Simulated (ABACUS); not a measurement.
NiO:

```
Ni O
1.0
     2.94991    0.00000    0.00000
     1.47496    2.55470    0.00000
     1.47496    0.85157    2.40859
Ni O
1 1
Direct
  0.00000 0.00000 0.00000
  0.50000 0.50000 0.50000
```

```yaml
Program: ABACUS 3.10.1
Task: relaxation of cell and atoms
Functional: BLYP
Potentials_or_basis: GBRV ultrasoft 1.5 PBE
Cutoff: 544 eV
Density_cutoff: 4354 eV
Basis: plane waves
k_mesh: 9 × 9 × 9
Occupations: fermi-dirac, width 0.05 eV
Spin: collinear spin, ferromagnetic start
Starting_moments: "[1.0, 0.0] μB"
```

At the start: pressure 2.6 GPa; volume 9.08 Å³/atom.

Q: Where does the relaxation end?

A: Over 4 steps the energy falls by 2.7 meV/atom and the volume is 9.17 Å³/atom (+1.1 %); space group Fm-3m (No. 225, to 0.05 Å); moment 0.00 μB per cell.

The path:
```csv
step,energy change (eV),largest force (eV/Å),pressure (GPa),volume (Å³)
1,0.0000,0.0000,2.60,18.15
2,-0.0012,0.0000,2.05,18.19
3,-0.0027,0.0000,0.85,18.26
4,-0.0054,0.0000,0.12,18.35
```

Final structure:
```
CELL_PARAMETERS angstrom
2.96059 0.00000 0.00000
1.48029 2.56395 0.00000
1.48029 0.85465 2.41731
ATOMIC_POSITIONS crystal
Ni 0.00000 0.00000 0.00000
O 0.50000 0.50000 0.50000
```

Caveat: the potentials were made for another functional, which shifts forces and pressure.
